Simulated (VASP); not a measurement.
# W in VASP: notebook

One slab, W, is run at these levels: PBE, LDA, PBEsol, RPBE; tasks: work function.

All numbers are computed with VASP 6.6.1; they aren't measurements. Logs are shortened: lines on timing, memory, paths and dates and some standing lists are left out, and cuts for length are marked.

## Step 1: The slab as given

The cell holds a slab with vacuum, 7 atoms: a = 3.165 Å, b = 2.741 Å, c = 27.428 Å, α = 90.00°, β = 90.00°, γ = 54.74°.

The slab is cut from a database's or a generator's crystal, which needn't be the stable form of the element.

## Step 2: Work function, PBE

File INCAR:

```
  PREC = Accurate
  ENCUT = 520
  EDIFF = 1E-6
  ISMEAR = 0
  SIGMA = 0.1
  LREAL = F
  LASPH = T
  NELM = 100
  ALGO = Fast
  ISIF = 2
  LWAVE = F
  LCHARG = T
  GGA = PE
  LELF = T
  LVHAR = T
  LVACPOTAV = T
```

File KPOINTS:

```
regular mesh
0
Gamma
  12 12 1
```

File POSCAR:

```
W
1.0
    3.1650000000      0.0000000000      0.0000000000
    1.5825000000      2.2379929625      0.0000000000
    0.0000000000      0.0000000000     27.4279577747
W
7
Direct
    0.0000000000      0.0000000000      0.2552140432
    0.5000000000      0.0000000000      0.3368093621
    0.0000000000      0.0000000000      0.4184046811
    0.5000000000      0.0000000000      0.5000000000
    0.0000000000      0.0000000000      0.5815953189
    0.5000000000      0.0000000000      0.6631906379
    0.0000000000      0.0000000000      0.7447859568
```

Potentials or basis: VASP PAW PBE potentials, release 64 (W_sv).

On the command line:

```
$ cat potpaw_PBE.64/W_sv/POTCAR > POTCAR
$ mpirun -np 1 vasp_std > vasp.out
```

OUTCAR:

```text
PREC = Accurate
   ENCUT = 520
   EDIFF = 1E-6
   ISMEAR = 0
   LREAL = F
   LASPH = T
   NELM = 100
   ISIF = 2
   GGA = PE

 ion  position               nearest neighbor table
   1  0.000  0.000  0.255-   2 2.74   2 2.74   2 3.16   2 3.16
   2  0.500  0.000  0.337-   1 2.74   1 2.74   3 2.74   3 2.74   1 3.16   1 3.16   3 3.17   3 3.17

   3  0.000  0.000  0.418-   4 2.74   4 2.74   2 2.74   2 2.74   4 3.16   4 3.16   2 3.17   2 3.17

   4  0.500  0.000  0.500-   3 2.74   5 2.74   3 2.74   5 2.74   3 3.16   5 3.16   3 3.16   5 3.16

   5  0.000  0.000  0.582-   4 2.74   4 2.74   6 2.74   6 2.74   4 3.16   4 3.16   6 3.17   6 3.17

   6  0.500  0.000  0.663-   7 2.74   7 2.74   5 2.74   5 2.74   7 3.16   7 3.16   5 3.17   5 3.17

   7  0.000  0.000  0.745-   6 2.74   6 2.74   6 3.16   6 3.16

  LATTYP: Found a base centered orthorhombic cell.
 ALAT       =     3.1650000000
 B/A-ratio  =     1.4142135624
 C/A-ratio  =     8.6660214138

  Lattice vectors:

 A1 = (   1.5825000000,  -2.2379929625,   0.0000000000)
 A2 = (   1.5825000000,   2.2379929625,   0.0000000000)
 A3 = (   0.0000000000,   0.0000000000,  27.4279577747)

Analysis of symmetry for initial positions (statically):
=====================================================================
 Subroutine PRICEL returns:
 Original cell was already a primitive cell.

 Routine SETGRP: Setting up the symmetry group for a
 base centered orthorhombic supercell.

 Subroutine GETGRP returns: Found  8 space group operations
 (whereof  8 operations were pure point group operations)
 out of a pool of  8 trial point group operations.

The static configuration has the point symmetry D_2h.

Analysis of symmetry for dynamics (positions and initial velocities):
=====================================================================
 Subroutine PRICEL returns:
 Original cell was already a primitive cell.

 Routine SETGRP: Setting up the symmetry group for a
 base centered orthorhombic supercell.

 Subroutine GETGRP returns: Found  8 space group operations
 (whereof  8 operations were pure point group operations)
 out of a pool of  8 trial point group operations.

The dynamic configuration has the point symmetry D_2h.

 Subroutine INISYM returns: Found  8 space group operations
 (whereof  8 operations are pure point group operations),
 and found     1 'primitive' translations

[... 104 lines left out ...]
   EDIFF  = 0.1E-05   stopping-criterion for ELM
   LREAL  =      F    real-space projection
   EDIFFG = 0.1E-04   stopping-criterion for IOM
   NSW    =      0    number of steps for IOM
   IBRION =     -1    ionic relax: 0-MD 1-quasi-New 2-CG
   NFREE  =      0    steps in history (QN), initial steepest desc. (CG)
   ISIF   =      2    stress and relaxation
   ISYM   =      2    0-nonsym 1-usesym 2-fastsym
   POTIM  = 0.5000    time-step for ionic-motion
   TEBEG  =    0.0;   TEEND  =   0.0 temperature during run
   PSTRESS=    0.0 pullay stress
   NELECT =      98.0000    total number of electrons
   NUPDOWN=      -1.0000    fix difference up-down
   EMIN   =  10.00;   EMAX   =-10.00  energy-range for DOS
   EFERMI =   0.00;   METHOD = LEGACY
   ISMEAR =     0;   SIGMA  =   0.10  broadening in eV -4-tet -1-fermi 0-gaus
   EFERMI_NEDOS =   21; number of points for ismear=-14 and -15
   IALGO  =     68    algorithm
   IMIX   =      4    mixing-type and parameters
     AMIX     =   0.40;   BMIX     =  1.00
     AMIX_MAG =   1.60;   BMIX_MAG =  1.00
  volume/ion in A,a.u.               =      27.75       187.29
  Fermi-wavevector in a.u.,A,eV,Ry     =   1.303191  2.462675 23.106883  1.698308
  Thomas-Fermi vector in A             =   2.434210
   LORBIT       =      0    0 simple, 1 ext, 2 COOP (PROOUT), +10 PAW based schemes
   GGA     = PE    functional components
   LHFCALC =     F    Hartree Fock is set to
   AEXX    =    0.0000 exact exchange contribution
   IVDW    =     0    specifies the selected vdW correction
   LEPSILON=     F    determine dielectric tensor
   LRPA    =     F    only Hartree local field effects (RPA)
 non-spin polarized calculation
 RMM-DIIS sequential band-by-band and
 Gauss-broadening in eV      SIGMA  =   0.10
  energy-cutoff  :      520.00
  volume of cell :      194.28
 maximum number of plane-waves:      5290
   NGX = 11   NGY = 11   NGZ =101

 number of electron      97.9999997 magnetization

 Free energy of the ion-electron system (eV)
  ---------------------------------------------------
  ext. energy  EPLUGINS =         0.00000000
  ---------------------------------------------------
  free energy    TOTEN  =       -87.79345508 eV

  energy without entropy =      -87.77658648  energy(sigma->0) =      -87.78502078

 E-fermi :   4.5177     XC(G=0):  -8.5853

 val. band max:        4.5098375484   @ k =   0.0000   0.1667   0.0000
 cond. band min:       4.5260334101   @ k =   0.3333   0.1667   0.0000
 fundamental gap:      0.0161958616
 Fermi energy:         4.5177205590

 k-point     1 :       0.0000    0.0000    0.0000
  band No.  band energies     occupation
      1     -69.6710      2.00000
      2     -69.6657      2.00000
      3     -69.6264      2.00000
      4     -69.5723      2.00000
      5     -69.5463      2.00000
      6     -69.5370      2.00000
[... 1453 lines left out ...]
     57       7.0167      0.00000
     58       7.4939      0.00000

 [... further k-points ...]
[... 5 lines left out ...]
  --------------------------------------------------------------------------------------
  -------------------------------------------------------------------------------------
  Total       -1.8208397     -1.1883866      0.3526487      0.0000000      0.0000000      0.0000000
  in kB      -15.0160736     -9.8003691      2.9082184      0.0000000      0.0000000      0.0000000
  external PRESSURE =      -7.3027414 kB  Pullay stress =       0.0000000 kB

 VOLUME and BASIS-vectors are now :
 -----------------------------------------------------------------------------
  energy-cutoff  :      520.00
  volume of cell :      194.28
      direct lattice vectors                 reciprocal lattice vectors
     3.165000000  0.000000000  0.000000000     0.315955766 -0.223414465  0.000000000
     1.582500000  2.237992962  0.000000000     0.000000000  0.446828930  0.000000000
     0.000000000  0.000000000 27.427957775     0.000000000  0.000000000  0.036459149

 POSITION                                       TOTAL-FORCE (eV/Angst)
 -----------------------------------------------------------------------------------
      0.00000      0.00000      7.00000        -0.000000     -0.000000      0.410011
      1.58250      0.00000      9.23799        -0.000000      0.000000     -0.661524
      0.00000      0.00000     11.47599         0.000000      0.000000     -0.007382
      1.58250      0.00000     13.71398        -0.000000      0.000000      0.000000
      0.00000      0.00000     15.95197        -0.000000     -0.000000      0.007382
      1.58250      0.00000     18.18996         0.000000     -0.000000      0.661524
      0.00000      0.00000     20.42796         0.000000      0.000000     -0.410011
 -----------------------------------------------------------------------------------
    total drift:                                0.000000      0.000000     -0.000000

  FREE ENERGIE OF THE ION-ELECTRON SYSTEM (eV)
  ---------------------------------------------------
  free  energy   TOTEN  =       -87.7934550844 eV

  energy  without entropy=      -87.7765864825  energy(sigma->0) =      -87.78502078
```

OSZICAR:

```text
N       E                     dE             d eps       ncg     rms          rms(c)
DAV:   1     0.136614601920E+04    0.13661E+04   -0.61382E+04  5508   0.181E+03
DAV:   2    -0.159741564675E+02   -0.13821E+04   -0.13530E+04  5442   0.586E+02
DAV:   3    -0.893488040526E+02   -0.73375E+02   -0.70706E+02  6098   0.131E+02
[... 25 lines left out ...]
RMM:  29    -0.877934487966E+02   -0.23817E-05   -0.23403E-05  1846   0.145E-03    0.551E-04
RMM:  30    -0.877934514667E+02   -0.26701E-05   -0.26654E-05  1668   0.131E-03    0.646E-04
RMM:  31    -0.877934528116E+02   -0.13450E-05   -0.13265E-05  1403   0.118E-03    0.757E-04
RMM:  32    -0.877934543156E+02   -0.15040E-05   -0.15012E-05  1326   0.113E-03    0.852E-04
RMM:  33    -0.877934550844E+02   -0.76878E-06   -0.76220E-06  1285   0.109E-03
   1 F= -.87793455E+02 E0= -.87785021E+02  d E =-.168686E-01
```

Run time: 19 min. Hardware: 1 thread of Intel Xeon Platinum 8488C (Sapphire Rapids), shared host; peak memory 0.51 GiB.

What came out:

```
Free energy            : -87.7935 eV
Largest force          : 0.662 eV/Å
Band gap on the k mesh : none (metal or under the smearing width)
```

Forces in eV/Å, atoms in the order of the input:
```
W    0.000  0.000  0.410
W    0.000  0.000 -0.662
W    0.000  0.000 -0.007
W    0.000  0.000  0.000
W    0.000  0.000  0.007
W    0.000  0.000  0.662
W    0.000  0.000 -0.410
```

Levels at points of the mesh, in eV from the Fermi level:
```tsv
k point	band 46	band 47	band 48	band 49	band 50	band 51	band 52	band 53
(0.00, 0.00, 0.00)	-1.31	-1.23	-1.02	-0.82	-0.43	0.06	0.54	0.58
(0.50, 0.00, 0.00)	-0.49	-0.12	0.74	1.06	1.80	1.91	1.91	2.02
(0.00, 0.50, 0.00)	0.32	0.34	1.10	1.14	1.16	1.33	1.65	1.86
```

The run has no spin-orbit coupling, so splittings on W are missing.

## Step 3: Work function, LDA

INCAR: that of step 2 with these lines changed.

```diff
@@ -12,3 +12,3 @@
   LCHARG = T
-  GGA = PE
+  GGA = CA
   LELF = T
```

KPOINTS is that of step 2.

POSCAR is that of step 2.

Potentials or basis: VASP PAW LDA potentials, release 64 (W_sv).

On the command line:

```
$ cat potpaw_LDA.64/W_sv/POTCAR > POTCAR
$ mpirun -np 1 vasp_std > vasp.out
```

OUTCAR:

```text
PREC = Accurate
   ENCUT = 520
   EDIFF = 1E-6
   ISMEAR = 0
   LREAL = F
   LASPH = T
   NELM = 100
   ISIF = 2
   GGA = CA

 ion  position               nearest neighbor table
   1  0.000  0.000  0.255-   2 2.74   2 2.74   2 3.16   2 3.16
   2  0.500  0.000  0.337-   1 2.74   1 2.74   3 2.74   3 2.74   1 3.16   1 3.16   3 3.17   3 3.17

   3  0.000  0.000  0.418-   4 2.74   4 2.74   2 2.74   2 2.74   4 3.16   4 3.16   2 3.17   2 3.17

   4  0.500  0.000  0.500-   3 2.74   5 2.74   3 2.74   5 2.74   3 3.16   5 3.16   3 3.16   5 3.16

   5  0.000  0.000  0.582-   4 2.74   4 2.74   6 2.74   6 2.74   4 3.16   4 3.16   6 3.17   6 3.17

   6  0.500  0.000  0.663-   7 2.74   7 2.74   5 2.74   5 2.74   7 3.16   7 3.16   5 3.17   5 3.17

   7  0.000  0.000  0.745-   6 2.74   6 2.74   6 3.16   6 3.16

  LATTYP: Found a base centered orthorhombic cell.
 ALAT       =     3.1650000000
 B/A-ratio  =     1.4142135624
 C/A-ratio  =     8.6660214138

  Lattice vectors:

 A1 = (   1.5825000000,  -2.2379929625,   0.0000000000)
 A2 = (   1.5825000000,   2.2379929625,   0.0000000000)
 A3 = (   0.0000000000,   0.0000000000,  27.4279577747)

Analysis of symmetry for initial positions (statically):
=====================================================================
 Subroutine PRICEL returns:
 Original cell was already a primitive cell.

 Routine SETGRP: Setting up the symmetry group for a
 base centered orthorhombic supercell.

 Subroutine GETGRP returns: Found  8 space group operations
 (whereof  8 operations were pure point group operations)
 out of a pool of  8 trial point group operations.

The static configuration has the point symmetry D_2h.

Analysis of symmetry for dynamics (positions and initial velocities):
=====================================================================
 Subroutine PRICEL returns:
 Original cell was already a primitive cell.

 Routine SETGRP: Setting up the symmetry group for a
 base centered orthorhombic supercell.

 Subroutine GETGRP returns: Found  8 space group operations
 (whereof  8 operations were pure point group operations)
 out of a pool of  8 trial point group operations.

The dynamic configuration has the point symmetry D_2h.

 Subroutine INISYM returns: Found  8 space group operations
 (whereof  8 operations are pure point group operations),
 and found     1 'primitive' translations

----------------------------------------------------------------------------------------

                                     Primitive cell

  volume of cell :     194.2790

  direct lattice vectors                    reciprocal lattice vectors
     3.165000000  0.000000000  0.000000000     0.315955766 -0.223414465  0.000000000
     1.582500000  2.237992962  0.000000000     0.000000000  0.446828930  0.000000000
     0.000000000  0.000000000 27.427957775     0.000000000  0.000000000  0.036459149

  length of vectors
     3.165000000  2.740970403 27.427957775     0.386965204  0.446828930  0.036459149

  position of ions in fractional coordinates (direct lattice)
     0.000000000  0.000000000  0.255214043
     0.500000000  0.000000000  0.336809362
     0.000000000  0.000000000  0.418404681
     0.500000000  0.000000000  0.500000000
     0.000000000  0.000000000  0.581595319
[... 36 lines left out ...]

 Found     43 irreducible k-points:

 Following reciprocal coordinates:
            Coordinates               Weight
  0.000000  0.000000  0.000000      1.000000
  0.083333 -0.000000  0.000000      4.000000
  0.166667 -0.000000  0.000000      4.000000
  0.250000 -0.000000  0.000000      4.000000
  0.333333  0.000000  0.000000      4.000000
  0.416667 -0.000000  0.000000      4.000000
[... 16 lines left out ...]
 -0.416667  0.166667  0.000000      4.000000
 -0.333333  0.166667  0.000000      4.000000
 [... further k-points ...]
   k-points           NKPTS =     43   k-points in BZ     NKDIM =     43   number of bands    NBANDS=     58
   number of dos      NEDOS =    301   number of ions     NIONS =      7
   total plane-waves  NPLWV = 100800
   dimension x,y,z NGX =    24 NGY =   20 NGZ =  210
   dimension x,y,z NGXF=    48 NGYF=   40 NGZF=  420
   ions per type =               7
   NGX,Y,Z   is equivalent  to a cutoff of  12.61, 12.13, 12.73 a.u.
   NGXF,Y,Z  is equivalent  to a cutoff of  25.21, 24.26, 25.46 a.u.
 SYSTEM =  unknown system
   PREC   = accura    normal or accurate (medium, high low for compatibility)
   ISTART =      0    job   : 0-new  1-cont  2-samecut
   ICHARG =      2    charge: 1-file 2-atom 10-const
   ISPIN  =      1    spin polarized calculation?
   LNONCOLLINEAR =      F non collinear calculations
   LSORBIT =      F    spin-orbit coupling
   LASPH  =      T    aspherical Exc in radial PAW
   ENCUT  =  520.0 eV  38.22 Ry    6.18 a.u.   5.88  5.10 51.00*2*pi/ulx,y,z
   NELM   =    100;   NELMIN=  2; NELMDL= -5     # of ELM steps
   EDIFF  = 0.1E-05   stopping-criterion for ELM
   LREAL  =      F    real-space projection
   EDIFFG = 0.1E-04   stopping-criterion for IOM
   NSW    =      0    number of steps for IOM
   IBRION =     -1    ionic relax: 0-MD 1-quasi-New 2-CG
   NFREE  =      0    steps in history (QN), initial steepest desc. (CG)
   ISIF   =      2    stress and relaxation
   ISYM   =      2    0-nonsym 1-usesym 2-fastsym
   POTIM  = 0.5000    time-step for ionic-motion
   TEBEG  =    0.0;   TEEND  =   0.0 temperature during run
   PSTRESS=    0.0 pullay stress
   NELECT =      98.0000    total number of electrons
   NUPDOWN=      -1.0000    fix difference up-down
   EMIN   =  10.00;   EMAX   =-10.00  energy-range for DOS
   EFERMI =   0.00;   METHOD = LEGACY
   ISMEAR =     0;   SIGMA  =   0.10  broadening in eV -4-tet -1-fermi 0-gaus
   EFERMI_NEDOS =   21; number of points for ismear=-14 and -15
   IALGO  =     68    algorithm
   IMIX   =      4    mixing-type and parameters
     AMIX     =   0.40;   BMIX     =  1.00
     AMIX_MAG =   1.60;   BMIX_MAG =  1.00
  volume/ion in A,a.u.               =      27.75       187.29
  Fermi-wavevector in a.u.,A,eV,Ry     =   1.303191  2.462675 23.106883  1.698308
  Thomas-Fermi vector in A             =   2.434210
   LORBIT       =      0    0 simple, 1 ext, 2 COOP (PROOUT), +10 PAW based schemes
   GGA     = CA    functional components
   LHFCALC =     F    Hartree Fock is set to
   AEXX    =    0.0000 exact exchange contribution
   IVDW    =     0    specifies the selected vdW correction
   LEPSILON=     F    determine dielectric tensor
   LRPA    =     F    only Hartree local field effects (RPA)
 non-spin polarized calculation
 RMM-DIIS sequential band-by-band and
 Gauss-broadening in eV      SIGMA  =   0.10
  energy-cutoff  :      520.00
  volume of cell :      194.28
 maximum number of plane-waves:      5290
   NGX = 11   NGY = 11   NGZ =101

 number of electron      97.9999997 magnetization

 Free energy of the ion-electron system (eV)
  ---------------------------------------------------
  ext. energy  EPLUGINS =         0.00000000
  ---------------------------------------------------
  free energy    TOTEN  =       -95.40596702 eV

  energy without entropy =      -95.38992809  energy(sigma->0) =      -95.39794755

 E-fermi :   4.3287     XC(G=0):  -8.7207

 val. band max:        4.3273429755   @ k =  -0.3333   0.2500   0.0000
 cond. band min:       4.3653286845   @ k =  -0.0833   0.4167   0.0000
 fundamental gap:      0.0379857089
 Fermi energy:         4.3286762687

 k-point     1 :       0.0000    0.0000    0.0000
  band No.  band energies     occupation
      1     -69.4301      2.00000
      2     -69.4246      2.00000
      3     -69.3836      2.00000
      4     -69.3283      2.00000
      5     -69.3010      2.00000
      6     -69.2914      2.00000
[... 1453 lines left out ...]
     57       6.7556      0.00000
     58       7.2149      0.00000

 [... further k-points ...]
[... 5 lines left out ...]
  --------------------------------------------------------------------------------------
  -------------------------------------------------------------------------------------
  Total      -10.7101934    -10.5269753     -7.5562886      0.0000000      0.0000000      0.0000000
  in kB      -88.3246635    -86.8137031    -62.3150888      0.0000000      0.0000000      0.0000000
  external PRESSURE =     -79.1511518 kB  Pullay stress =       0.0000000 kB

 VOLUME and BASIS-vectors are now :
 -----------------------------------------------------------------------------
  energy-cutoff  :      520.00
  volume of cell :      194.28
      direct lattice vectors                 reciprocal lattice vectors
     3.165000000  0.000000000  0.000000000     0.315955766 -0.223414465  0.000000000
     1.582500000  2.237992962  0.000000000     0.000000000  0.446828930  0.000000000
     0.000000000  0.000000000 27.427957775     0.000000000  0.000000000  0.036459149

 POSITION                                       TOTAL-FORCE (eV/Angst)
 -----------------------------------------------------------------------------------
      0.00000      0.00000      7.00000         0.000000      0.000000      1.001881
      1.58250      0.00000      9.23799        -0.000000      0.000000     -0.662423
      0.00000      0.00000     11.47599         0.000000      0.000000     -0.014300
      1.58250      0.00000     13.71398         0.000000      0.000000      0.000000
      0.00000      0.00000     15.95197         0.000000      0.000000      0.014300
      1.58250      0.00000     18.18996        -0.000000     -0.000000      0.662423
      0.00000      0.00000     20.42796         0.000000      0.000000     -1.001881
 -----------------------------------------------------------------------------------
    total drift:                                0.000000     -0.000000     -0.000000

  FREE ENERGIE OF THE ION-ELECTRON SYSTEM (eV)
  ---------------------------------------------------
  free  energy   TOTEN  =       -95.4059670189 eV

  energy  without entropy=      -95.3899280871  energy(sigma->0) =      -95.39794755
```

Run time: 19 min. Hardware: 1 thread of Intel Xeon Platinum 8488C (Sapphire Rapids), shared host; peak memory 0.46 GiB.

Results:

```
Free energy            : -95.4060 eV
Largest force          : 1.002 eV/Å
Band gap on the k mesh : none (metal or under the smearing width)
```

Forces on the atoms (eV/Å):
```
W    0.000  0.000  1.002
W    0.000  0.000 -0.662
W    0.000  0.000 -0.014
W    0.000  0.000  0.000
W    0.000  0.000  0.014
W    0.000  0.000  0.662
W    0.000  0.000 -1.002
```

Spin-orbit coupling is left out, which matters for the levels of W.

(Part 1 of 3 ends here.)
